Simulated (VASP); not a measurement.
Here is the system:

```
InN
1.0
    1.79302    -3.10560     0.00000
    1.79302     3.10560     0.00000
    0.00000     0.00000     5.78340
In N
2 2
Cartesian
  1.79302  -1.03520   2.89085
  1.79302   1.03520   5.78255
  1.79302  -1.03520   5.08445
  1.79302   1.03520   2.19276
```

Method: PBE GGA with spin-orbit coupling, VASP's PBE PAW potentials (set 64) (plane waves; VASP). Numerical set-up: 520 eV cut-off, 9×9×5 Γ-centred mesh, Gaussian smearing of 0.050 eV, potentials In_d N.

Problem. Give the energies of bands 27 to 40 at the high-symmetry points, in eV from the Fermi level.

Solution. 
```json
[
 {"band": "27", "Γ": "-0.85", "M": "-4.36", "K": "-4.46", "A": "-3.31", "L": "-5.25", "H": "-4.96"},
 {"band": "28", "Γ": "-0.85", "M": "-4.36", "K": "-4.46", "A": "-3.31", "L": "-5.25", "H": "-4.96"},
 {"band": "29", "Γ": "-0.81", "M": "-3.23", "K": "-4.04", "A": "-0.43", "L": "-1.56", "H": "-3.20"},
 {"band": "30", "Γ": "-0.81", "M": "-3.23", "K": "-4.04", "A": "-0.43", "L": "-1.56", "H": "-3.20"},
 {"band": "31", "Γ": "-0.36", "M": "-2.20", "K": "-2.32", "A": "-0.43", "L": "-1.56", "H": "-3.08"},
 {"band": "32", "Γ": "-0.36", "M": "-2.20", "K": "-2.22", "A": "-0.43", "L": "-1.56", "H": "-3.08"},
 {"band": "33", "Γ": "-0.01", "M": "-1.59", "K": "-2.22", "A": "-0.41", "L": "-1.45", "H": "-1.17"},
 {"band": "34", "Γ": "-0.01", "M": "-1.59", "K": "-2.16", "A": "-0.41", "L": "-1.45", "H": "-1.17"},
 {"band": "35", "Γ": "0.00", "M": "-0.82", "K": "-2.00", "A": "-0.41", "L": "-1.45", "H": "-1.16"},
 {"band": "36", "Γ": "0.00", "M": "-0.82", "K": "-2.00", "A": "-0.41", "L": "-1.45", "H": "-1.16"},
 {"band": "37", "Γ": "0.00", "M": "3.67", "K": "4.94", "A": "2.24", "L": "3.34", "H": "4.99"},
 {"band": "38", "Γ": "0.00", "M": "3.67", "K": "4.94", "A": "2.24", "L": "3.34", "H": "4.99"},
 {"band": "39", "Γ": "2.62", "M": "4.38", "K": "5.50", "A": "2.24", "L": "3.34", "H": "5.06"},
 {"band": "40", "Γ": "2.62", "M": "4.38", "K": "5.51", "A": "2.24", "L": "3.34", "H": "5.06"}
]
```

It has no gap at this level: it comes out as a metal or semimetal.

The compound is InN in the wurtzite structure. It was relaxed first.
